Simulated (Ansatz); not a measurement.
**An O vacancy in rutile TiO2, 71 atoms, charge 0**

All numbers come from Ansatz (PAW, plane waves, no spin–orbit coupling) at the single k point (¼, ¼, ¼) without its symmetry partners. The atoms were relaxed with PBEsol in a fixed cell; other functionals are single points on those atoms unless said otherwise. The valence top and gap of the host come from its small cell on a dense mesh, with the band extrema sought between the mesh points, lined up by the mean potential, PBEsol gap 1.87 eV, r²SCAN gap 2.24 eV.

Relaxed structure:

```cif
data_structure
_symmetry_space_group_name_H-M 'P 1'
_symmetry_Int_Tables_number 1
_cell_length_a 9.1828
_cell_length_b 9.1828
_cell_length_c 8.8166
_cell_angle_alpha 90.000
_cell_angle_beta 90.000
_cell_angle_gamma 90.000
_cell_volume 743.45
loop_
_atom_site_label
_atom_site_type_symbol
_atom_site_fract_x
_atom_site_fract_y
_atom_site_fract_z
_atom_site_occupancy
Ti1 Ti 0.99074 0.01034 0.00043 1
Ti2 Ti 0.00593 0.99080 0.32942 1
Ti3 Ti 0.00974 0.99441 0.67144 1
Ti4 Ti 0.99932 0.49850 0.00054 1
Ti5 Ti 0.00033 0.50141 0.33385 1
Ti6 Ti 0.99970 0.50132 0.66660 1
Ti7 Ti 0.50200 0.00112 0.00019 1
Ti8 Ti 0.49939 0.00057 0.33421 1
Ti9 Ti 0.49887 0.00041 0.66682 1
Ti10 Ti 0.50913 0.49172 0.00038 1
Ti11 Ti 0.48284 0.51638 0.31262 1
Ti12 Ti 0.48429 0.51760 0.68812 1
Ti13 Ti 0.24914 0.24830 0.16657 1
Ti14 Ti 0.25036 0.25159 0.49926 1
Ti15 Ti 0.25174 0.25222 0.83341 1
Ti16 Ti 0.24436 0.75677 0.16488 1
Ti17 Ti 0.25339 0.74713 0.50049 1
Ti18 Ti 0.24390 0.75614 0.83612 1
Ti19 Ti 0.74849 0.25255 0.16949 1
Ti20 Ti 0.77273 0.22781 0.50045 1
Ti21 Ti 0.74803 0.25195 0.83143 1
Ti22 Ti 0.74886 0.74907 0.16698 1
Ti23 Ti 0.74869 0.74975 0.50121 1
Ti24 Ti 0.75239 0.75202 0.83398 1
O1 O 0.15221 0.15295 0.99977 1
O2 O 0.15511 0.15051 0.33371 1
O3 O 0.15507 0.15053 0.66769 1
O4 O 0.15013 0.65458 0.00030 1
O5 O 0.15511 0.65076 0.33343 1
O6 O 0.15522 0.65054 0.66737 1
O7 O 0.65105 0.15573 0.00050 1
O8 O 0.64898 0.15878 0.33972 1
O9 O 0.64918 0.15829 0.66106 1
O10 O 0.65475 0.64987 0.00043 1
O11 O 0.65167 0.64683 0.33570 1
O12 O 0.65197 0.64736 0.66505 1
O13 O 0.35073 0.34592 0.00047 1
O14 O 0.35331 0.34866 0.33597 1
O15 O 0.35381 0.34885 0.66509 1
O16 O 0.34614 0.85055 0.00055 1
O17 O 0.35027 0.84528 0.33348 1
O18 O 0.34997 0.84543 0.66736 1
O19 O 0.84506 0.34960 0.00028 1
O20 O 0.84250 0.35131 0.33981 1
O21 O 0.84189 0.35157 0.66102 1
O22 O 0.84790 0.84843 0.00113 1
O23 O 0.85022 0.84545 0.33325 1
O24 O 0.85028 0.84543 0.66707 1
O25 O 0.09824 0.40071 0.16776 1
O26 O 0.09833 0.40010 0.50074 1
O27 O 0.09837 0.40090 0.83302 1
O28 O 0.09793 0.90379 0.16372 1
O29 O 0.10231 0.89838 0.50041 1
O30 O 0.09706 0.90286 0.83717 1
O31 O 0.59725 0.40318 0.17408 1
O32 O 0.59746 0.40331 0.82681 1
O33 O 0.59986 0.90233 0.16789 1
O34 O 0.60060 0.90230 0.50022 1
O35 O 0.60005 0.90247 0.83318 1
O36 O 0.40369 0.09735 0.16740 1
O37 O 0.40134 0.09497 0.50060 1
O38 O 0.40355 0.09713 0.83339 1
O39 O 0.39718 0.60208 0.15678 1
O40 O 0.41096 0.58955 0.50045 1
O41 O 0.39856 0.60337 0.84382 1
O42 O 0.90037 0.10062 0.17134 1
O43 O 0.90894 0.09170 0.50044 1
O44 O 0.89997 0.10023 0.82950 1
O45 O 0.90354 0.59711 0.16755 1
O46 O 0.90554 0.59917 0.50026 1
O47 O 0.90335 0.59704 0.83355 1
```

Chemical potentials μ are those of reference phases of the elements at zero temperature by the same functional (the usual solids, diamond for C, grey Sn, and the molecules H2, N2, O2, F2, Cl2, Br2 and S8).

```
functional  E(defect) − E(host) − Σ nμ + q·E_VBM (eV)  monopole (eV)  alignment (eV)  formation energy at E_F = VBM (eV)  moment (μB)            wall time, shared host
    PBEsol                                       4.67           0.00            0.00                                4.67          2.0  43 s on NVIDIA H100 (relaxation)
```

Estimate the formation energy and moment that r²SCAN gives on these atoms.

5.14 eV at E_F = VBM, moment 2.0 μB.

r²SCAN one-electron levels near the gap (the ten most localised at most), from the host's valence top:

```csv
level (eV),spin,filling,atoms sharing it,element of the atom with most weight
-0.25,down,1.00,48.7,spread
-0.24,up,1.00,48.9,spread
2.25,up,1.00,9.4,Ti
2.39,up,0.95,28.7,spread
2.45,up,0.05,28.4,spread
```

The charge sits partly or wholly in a band of the host, at the cell's one k point and not at the band edge, so the formation energy is too high and the charge correction doesn't apply as it stands.

All elements are taken at their own reference at once; growth conditions in equilibrium with the host shift these energies, by up to the host's formation enthalpy.

One k point and a cell of this size can leave errors of several tenths of an eV in such numbers.
